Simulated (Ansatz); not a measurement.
# SnO (P4/nmm) in Ansatz: a series of runs

The runs below take SnO through single point, with PBEsol.

Everything below comes from runs of Ansatz 0.2.0. Logs are shortened: lines on timing, memory, paths and dates and some standing lists are left out, and cuts for length are marked.

### Step 1. The crystal as given

It takes space group P4/nmm (No. 129, tetragonal). Conventional cell: a = 3.814 Å, b = 3.814 Å, c = 4.887 Å, α = 90.00°, β = 90.00°, γ = 90.00°. Sn (site symmetry 4mm) has 4 O at 2.23 Å as nearest neighbours. O (site symmetry -4m2) has 4 Sn at 2.23 Å as nearest neighbours.

The cell is a database's computed one.

### Step 2. Single point, PBEsol, 16.70 Å³/atom (volume scaled by 0.94)

Contents of input.yaml:

```yaml
crystal:
  lattice:
    - [3.7358428604, 0.0, 0.0]
    - [0.0, 3.7358428604, 0.0]
    - [0.0, 0.0, 4.7871523832]
  atoms:
    - { symbol: Sn, position: [0.5, 0.0, 0.76462614] }
    - { symbol: Sn, position: [0.0, 0.5, 0.23537386] }
    - { symbol: O, position: [0.0, 0.0, 0.0] }
    - { symbol: O, position: [0.5, 0.5, 0.0] }
kpoints:
  mp_grid: { grid: [7, 7, 6] }
scf:
  occupations: { method: fermi_dirac, width: 0.05 }
hamiltonian:
  xc: pbesol
  pseudopotentials: { kind: all_electron, lapw: { basis_error: 0.001 } }
output:
  forces: true
  stress: true
  eigenvalues: true
```

Potentials or basis: all-electron LAPW, scalar-relativistic.

On the command line:

```sh
ansatz run input.yaml --threads 2 --pin off --max-ram 8192MiB --backend cpu --events-out ev --progress --plain --runs-dir out
```

Output:

```text
Warning: RAYON_NUM_THREADS=2 ignored (pool sized by the plan → 2); use --threads N
LAPW: plane waves up to 9.725 Å⁻¹, error target 1.0e-3 eV per atom; small_component_spin mean_spin; O in spheres of 0.966 Å, 8 of its electrons in bands, Dirac shells []; Sn in spheres of 1.216 Å, 32 of its electrons in bands, Dirac shells [] (how accurate: hamiltonian.pseudopotentials.lapw.basis_error, Limitations)
Engine: ansatz 0.2.0, x86_64-unknown-linux-gnu
Pseudopotentials: kind: all_electron
Pseudopotential: Sn, LAPW, valence charge 32, lapw/all_electron/scalar/gaussian/Sn, Koelling and Harmon's equation, gaussian nucleus
Pseudopotential: O, LAPW, valence charge 8, lapw/all_electron/scalar/gaussian/O, Koelling and Harmon's equation, gaussian nucleus
Functional definition: PBEsol
  exchange = pbesol_x
  correlation = pbesol_c
Crystal: 4 atoms, lattice volume = 66.812 Å³
Basis set: ecut = 360.33676947824773 eV, 1027 PW (Γ), exchange–correlation at level 2
Bands: 48, of which v1, the nominal top of the filled ones, is band 40 counted from 1 (39 counted from 0)
Symmetry: 16 space group operations
Space group: P4/nmm (ITA 129), of the structure as read, at distance tolerance 4.1e-5 Å
k-points: 40 of 294
Non-local potential: Sn, projectors of the file, none
Non-local potential: O, projectors of the file, none
Initial density: superposition of atomic densities (chi_scale 0.1, normalization cell, long waves kept (reshape's long-wave potential 0.22 eV rms))
Initial wavefunctions: plane waves of lowest kinetic energy (no species holds an atomic orbital)
Functional: x = pbesol(κ = 0.804, μ = 0.12345679012345678), c = pbesol(β = 0.046)
iter 1 solved again at ethr=8.35e-3 eV; its pass at ethr=1.00e-1 eV (dr2=6.68e0 eV) is discarded
SCF iter   1: F=—  HF=-340117.088254 eV  |F-HF|=—  |Δ(HF+E_count)|=         —  Δρ=8.76e-2  dr2=6.68e0  ethr=8.35e-3  ⟨swp⟩=2.0  Hψ=11290  notcnv=0
preconditioner: auto → Resta (q_TF=auto, 2.811 Å⁻¹)  ε∞=2.9  [insulator: Δε(μ)=0.969 eV  Ē_g=20.732 eV  σ=0.050 eV  W_gap=1.00  n_scr=28 (ndim 8)  ℏωp=28.7 eV  f_vac=0.064  D(μ)=0.00/eV (n_scr^D=0)  ε∞_Penn≈2.9]
iter 2 solved again at ethr=4.75e-4 eV; its pass at ethr=8.34e-3 eV (dr2=3.80e-1 eV) is discarded
SCF iter   2: F=—  HF=-340114.308265 eV  |F-HF|=—  |Δ(HF+E_count)|=    2.78e0  Δρ=2.19e-2  dr2=3.80e-1  ethr=4.75e-4  ⟨swp⟩=2.0  Hψ=9661  notcnv=0
preconditioner: auto → Kerker (q_TF=auto, 2.811 Å⁻¹)  [metal: Δε(μ)=0.079 eV  Ē_g=20.331 eV  σ=0.050 eV  W_gap=0.35  n_scr=28 (ndim 8)  ℏωp=28.7 eV  f_vac=0.093  D(μ)=0.32/eV (n_scr^D=0)]
SCF iter   3: F=—  HF=-340113.825878 eV  |F-HF|=—  |Δ(HF+E_count)|=   4.82e-1  Δρ=2.31e-2  dr2=4.45e-1  ethr=4.75e-4  ⟨swp⟩=3.0  Hψ=6171  notcnv=0
SCF iter   4: F=—  HF=-340113.751875 eV  |F-HF|=—  |Δ(HF+E_count)|=         —  Δρ=4.08e-3  dr2=1.25e-2  ethr=4.75e-4  ⟨swp⟩=2.1  Hψ=5317  notcnv=0
the basis was enlarged: its passes take 624.0 KiB over the memory plan, 2 of 2 planned eigensolver slots
SCF iter   5: F=—  HF=-340113.752751 eV  |F-HF|=—  |Δ(HF+E_count)|=   8.76e-4  Δρ=1.99e-3  dr2=2.99e-3  ethr=1.56e-5  ⟨swp⟩=2.0  Hψ=5444  notcnv=0
SCF iter   6: F=—  HF=-340113.750437 eV  |F-HF|=—  |Δ(HF+E_count)|=   2.31e-3  Δρ=8.36e-4  dr2=6.74e-4  ethr=3.74e-6  ⟨swp⟩=3.0  Hψ=5619  notcnv=0
SCF iter   7: F=—  HF=-340113.750622 eV  |F-HF|=—  |Δ(HF+E_count)|=   1.86e-4  Δρ=3.84e-4  dr2=1.55e-4  ethr=8.42e-7  ⟨swp⟩=2.0  Hψ=5455  notcnv=0
SCF iter   8: F=—  HF=-340113.750769 eV  |F-HF|=—  |Δ(HF+E_count)|=   1.47e-4  Δρ=3.39e-4  dr2=1.25e-4  ethr=1.94e-7  ⟨swp⟩=3.0  Hψ=5774  notcnv=0
SCF iter   9: F=—  HF=-340113.750739 eV  |F-HF|=—  |Δ(HF+E_count)|=   3.07e-5  Δρ=1.41e-4  dr2=2.74e-5  ethr=1.56e-7  ⟨swp⟩=2.0  Hψ=5443  notcnv=0
SCF iter  10: F=—  HF=-340113.750731 eV  |F-HF|=—  |Δ(HF+E_count)|=   7.50e-6  Δρ=2.74e-5  dr2=1.15e-6  ethr=3.43e-8  ⟨swp⟩=2.0  Hψ=5443  notcnv=0
SCF iter  11: F=-340113.750731 eV  HF=-340113.750731 eV  |F-HF|=3.06e-8  |Δ(HF+E_count)|=   2.04e-7  Δρ=5.70e-6  dr2=5.48e-8  ethr=1.43e-9  ⟨swp⟩=2.4  Hψ=5466  notcnv=0
SCF 1 converged in 11 iterations: F = -340113.750731 eV  dr2 = 5.48e-8
SCF converged after 11 iterations
Free energy (F): -340113.750731 eV
Harris-Foulkes:  -340113.750731 eV  (|F-HF|=3.06e-8)
Internal energy: -340113.749019 eV  (E = F + TS)
E sigma→0 (E₀):  -340113.749875 eV
Entropy (-TS):   -0.001712 eV (-0.428 meV/atom)
Fermi energy:    13.221248 eV
--- Per-component energies (eV) ---
  E_band       = -12477.252791
  E_kinetic    = 357464.358869
  E_xc         = -9298.849486
  E_electrostatic = -688279.258402  (all electrons and nuclei)
  E_smearing   = -0.001712  (= −TS)
  E_closure    = 0.000000  (closes the sum)
  E_atoms      = -340089.634806  (free atoms, spherical and without spin; not in F)
  Σ components = -340113.750731   (vs F -340113.750731, Δ=0.00e0)
  Basis errors (estimates in eV, not in F): energy 4.4e-4 per atom: plane waves 4.0e-4 (2.4e-4 summed), levels above the bands 2.3e-90, relativity 4.1e-8, radial functions 4.2e-5, core shells 5.1e-8; eigenvalues (radial functions only) 7.7e-6; not estimated: angular momenta, meshes, grids; target (lapw.basis_error) 1.0e-3; muffin-tin radii O 0.966 Å, Sn 1.216 Å
--- Forces (eV/Å), atoms counted from 1 ---
  atom   1  Sn     0.00000000     0.00000000    -1.00329850
  atom   2  Sn     0.00000000     0.00000000     1.00329850
  atom   3  O      0.00000000     0.00000000     0.00000000
  atom   4  O      0.00000000     0.00000000     0.00000000
  max |Σ_I F_I| component: 1.04e-17 eV/Å
--- Stress (GPa, compression-positive) ---
        6.587140       0.000000       0.000000
        0.000000       6.587140       0.000000
        0.000000       0.000000       4.749347
  P = ⅓ Tr σ = 5.9745 GPa (59.745 kbar)
--- Band table (eV; the first three rows and the last of 40) ---
  k-point 0: bands = ["-491.8611", "-491.8611", "-455.5223", "-455.5223", "-455.5169", "-455.5169", "-455.5016", "-455.5016", "-455.5016", "-455.5016", "-455.4974", "-455.4974", "-116.2581", "-116.2580", "-72.1181", "-72.1181", "-72.1174", "-72.1174", "-72.0730", "-72.0717", "-9.1527", "-8.5741", "-8.5741", "-8.5691", "-8.5027", "-8.5005", "-8.4659", "-8.4323", "-8.4139", "-8.4139", "-7.7420", "-4.6240", "4.9298", "6.1982", "6.2314", "6.2314", "9.2361", "9.5377", "9.5377", "13.1502", "15.2764", "17.2494", "17.8919", "17.8919", "18.8136", "18.8136", "19.8783", "20.1559"]
  k-point 1: bands = ["-491.8611", "-491.8611", "-455.5223", "-455.5223", "-455.5169", "-455.5169", "-455.5016", "-455.5016", "-455.5016", "-455.5016", "-455.4974", "-455.4974", "-116.2581", "-116.2580", "-72.1180", "-72.1180", "-72.1174", "-72.1174", "-72.0729", "-72.0718", "-9.1482", "-8.5738", "-8.5670", "-8.5670", "-8.5021", "-8.4970", "-8.4676", "-8.4358", "-8.4220", "-8.4220", "-7.7302", "-4.6241", "4.2964", "6.2597", "6.2597", "7.1325", "9.2191", "9.5341", "9.5341", "12.8996", "14.8701", "17.0745", "17.0745", "17.4452", "19.7502", "19.8141", "19.8141", "20.3694"]
  k-point 2: bands = ["-491.8611", "-491.8611", "-455.5223", "-455.5223", "-455.5169", "-455.5169", "-455.5016", "-455.5016", "-455.5016", "-455.5016", "-455.4974", "-455.4974", "-116.2581", "-116.2580", "-72.1180", "-72.1180", "-72.1175", "-72.1175", "-72.0727", "-72.0720", "-9.1389", "-8.5835", "-8.5498", "-8.5498", "-8.4999", "-8.4884", "-8.4717", "-8.4445", "-8.4414", "-8.4414", "-7.7065", "-4.6244", "3.6431", "6.3177", "6.3177", "8.6686", "9.1857", "9.5261", "9.5261", "11.8979", "14.6297", "16.3015", "16.3015", "17.1182", "20.3108", "20.8675", "20.9990", "20.9990"]
  k-point 39: bands = ["-491.8611", "-491.8611", "-455.5223", "-455.5223", "-455.5169", "-455.5169", "-455.5016", "-455.5016", "-455.5016", "-455.5016", "-455.4974", "-455.4974", "-116.2581", "-116.2580", "-72.1183", "-72.1182", "-72.1178", "-72.1177", "-72.0723", "-72.0723", "-9.0819", "-9.0665", "-8.5231", "-8.5150", "-8.4930", "-8.4914", "-8.4483", "-8.4453", "-8.4079", "-8.4068", "-5.7376", "-5.5812", "3.5201", "3.6826", "6.7196", "7.0474", "9.9833", "10.2149", "10.3903", "10.4630", "15.3887", "15.5844", "16.5669", "17.3821", "18.6810", "19.3754", "23.1775", "23.2052"]
```

Run time: 47 s. Hardware: 2 threads of Intel Xeon at 2.50GHz (Skylake/Cascade Lake), shared host; peak memory 0.58 GiB.

What came out:

* Free energy: -340113.7507 eV
* Pressure: 6.0 GPa
* Largest force: 1.003 eV/Å
* Band gap on the k mesh: 0.13 eV, indirect (least direct gap 1.97 eV)

Caveat: spin-orbit coupling is left out, which moves the levels of the heavy elements; an odd mesh through Γ misses points on the zone boundary, where band edges often lie; forces of over 1 eV/Å show positions far from the minimum, so gaps and moduli don't describe the material at rest.

### Step 3. Single point, PBEsol, 17.06 Å³/atom (volume scaled by 0.96)

input.yaml, as its differences from that of step 2:

```diff
@@ -2,5 +2,5 @@
   lattice:
-    - [3.7358428604, 0.0, 0.0]
-    - [0.0, 3.7358428604, 0.0]
-    - [0.0, 0.0, 4.7871523832]
+    - [3.7621524798, 0.0, 0.0]
+    - [0.0, 3.7621524798, 0.0]
+    - [0.0, 0.0, 4.8208658347]
   atoms:
```

Potentials or basis: all-electron LAPW, scalar-relativistic.

On the command line:

```sh
ansatz run input.yaml --threads 2 --pin off --max-ram 8192MiB --backend cpu --events-out ev --progress --plain --runs-dir out
```

It took 47 s on 2 threads of Intel Xeon at 2.50GHz (Skylake/Cascade Lake), shared host; peak memory 0.58 GiB.

The run converged. Its results:

```yaml
Free_energy: -340113.7928 eV
Pressure: 3.6 GPa
Largest_force: 0.666 eV/Å
Band_gap_on_the_k_mesh: 0.21 eV, indirect (least direct gap 1.98 eV)
```

Caveat: spin-orbit coupling is left out, which moves the levels of the heavy elements; an odd mesh through Γ misses points on the zone boundary, where band edges often lie.

### Step 4. Single point, PBEsol, 17.41 Å³/atom (volume scaled by 0.98)

input.yaml, as its differences from that of step 3:

```diff
@@ -2,5 +2,5 @@
   lattice:
-    - [3.7621524798, 0.0, 0.0]
-    - [0.0, 3.7621524798, 0.0]
-    - [0.0, 0.0, 4.8208658347]
+    - [3.7880991788, 0.0, 0.0]
+    - [0.0, 3.7880991788, 0.0]
+    - [0.0, 0.0, 4.8541142359]
   atoms:
```

On the command line:

```sh
ansatz run input.yaml --threads 2 --pin off --max-ram 8192MiB --backend cpu --events-out ev --progress --plain --runs-dir out
```

It took 46 s on 2 threads of Intel Xeon at 2.50GHz (Skylake/Cascade Lake), shared host; peak memory 0.58 GiB.

The run converged. Its results:

```
Free energy            : -340113.8146 eV
Pressure               : 1.4 GPa
Largest force          : 0.356 eV/Å
Band gap on the k mesh : 0.28 eV, indirect (least direct gap 1.99 eV)
```

Caveat: spin-orbit coupling is left out, which moves the levels of the heavy elements; an odd mesh through Γ misses points on the zone boundary, where band edges often lie.

### Step 5. Single point, PBEsol, 17.77 Å³/atom

input.yaml, as its differences from that of step 4:

```diff
@@ -2,5 +2,5 @@
   lattice:
-    - [3.7880991788, 0.0, 0.0]
-    - [0.0, 3.7880991788, 0.0]
-    - [0.0, 0.0, 4.8541142359]
+    - [3.81369522, 0.0, 0.0]
+    - [0.0, 3.81369522, 0.0]
+    - [0.0, 0.0, 4.8869133]
   atoms:
```

On the command line:

```sh
ansatz run input.yaml --threads 2 --pin off --max-ram 8192MiB --backend cpu --events-out ev --progress --plain --runs-dir out
```

It took 37 s on 2 threads of Intel Xeon at 2.50GHz (Skylake/Cascade Lake), shared host; peak memory 0.53 GiB.

Results (log left out):

- Free energy: -340113.8181 eV
- Pressure: -0.6 GPa
- Largest force: 0.071 eV/Å
- Band gap on the k mesh: 0.36 eV, indirect (least direct gap 1.99 eV)

Caveat: spin-orbit coupling is left out, which moves the levels of the heavy elements; an odd mesh through Γ misses points on the zone boundary, where band edges often lie.

### Step 6. Single point, PBEsol, 18.12 Å³/atom (volume scaled by 1.02)

input.yaml, as its differences from that of step 5:

```diff
@@ -2,5 +2,5 @@
   lattice:
-    - [3.81369522, 0.0, 0.0]
-    - [0.0, 3.81369522, 0.0]
-    - [0.0, 0.0, 4.8869133]
+    - [3.8389522158, 0.0, 0.0]
+    - [0.0, 3.8389522158, 0.0]
+    - [0.0, 0.0, 4.9192779074]
   atoms:
```

Potentials or basis: all-electron LAPW, scalar-relativistic.

On the command line:

```sh
ansatz run input.yaml --threads 2 --pin off --max-ram 8192MiB --backend cpu --events-out ev --progress --plain --runs-dir out
```

Run time: 38 s. Hardware: 2 threads of Intel Xeon at 2.50GHz (Skylake/Cascade Lake), shared host; peak memory 0.53 GiB.

The run converged. Its results:

```yaml
Free_energy: -340113.8052 eV
Pressure: -2.3 GPa
Largest_force: 0.193 eV/Å
Band_gap_on_the_k_mesh: 0.42 eV, indirect (least direct gap 2.00 eV)
```

Caveat: spin-orbit coupling is left out, which moves the levels of the heavy elements; an odd mesh through Γ misses points on the zone boundary, where band edges often lie.

### Step 7. Single point, PBEsol, 18.48 Å³/atom (volume scaled by 1.04)

input.yaml, as its differences from that of step 6:

```diff
@@ -2,5 +2,5 @@
   lattice:
-    - [3.8389522158, 0.0, 0.0]
-    - [0.0, 3.8389522158, 0.0]
-    - [0.0, 0.0, 4.9192779074]
+    - [3.8638811754, 0.0, 0.0]
+    - [0.0, 3.8638811754, 0.0]
+    - [0.0, 0.0, 4.9512221655]
   atoms:
```

On the command line:

```sh
ansatz run input.yaml --threads 2 --pin off --max-ram 8192MiB --backend cpu --events-out ev --progress --plain --runs-dir out
```

Run time: 37 s. Hardware: 2 threads of Intel Xeon at 2.50GHz (Skylake/Cascade Lake), shared host; peak memory 0.53 GiB.

Results (log left out):

```yaml
Free_energy: -340113.7775 eV
Pressure: -3.9 GPa
Largest_force: 0.439 eV/Å
Band_gap_on_the_k_mesh: 0.49 eV, indirect (least direct gap 1.97 eV)
```

Caveat: spin-orbit coupling is left out, which moves the levels of the heavy elements; an odd mesh through Γ misses points on the zone boundary, where band edges often lie.

### Step 8. Single point, PBEsol, 18.84 Å³/atom (volume scaled by 1.06)

input.yaml, as its differences from that of step 7:

```diff
@@ -2,5 +2,5 @@
   lattice:
-    - [3.8638811754, 0.0, 0.0]
-    - [0.0, 3.8638811754, 0.0]
-    - [0.0, 0.0, 4.9512221655]
+    - [3.8884925471, 0.0, 0.0]
+    - [0.0, 3.8884925471, 0.0]
+    - [0.0, 0.0, 4.9827594627]
   atoms:
```

On the command line:

```sh
ansatz run input.yaml --threads 2 --pin off --max-ram 8192MiB --backend cpu --events-out ev --progress --plain --runs-dir out
```

Wall time 35 s (2 threads of Intel Xeon at 2.50GHz (Skylake/Cascade Lake), shared host); peak memory 0.53 GiB.

Results (log left out):

```yaml
Free_energy: -340113.7367 eV
Pressure: -5.3 GPa
Largest_force: 0.667 eV/Å
Band_gap_on_the_k_mesh: 0.55 eV, indirect (least direct gap 1.95 eV)
```

Caveat: spin-orbit coupling is left out, which moves the levels of the heavy elements; an odd mesh through Γ misses points on the zone boundary, where band edges often lie.
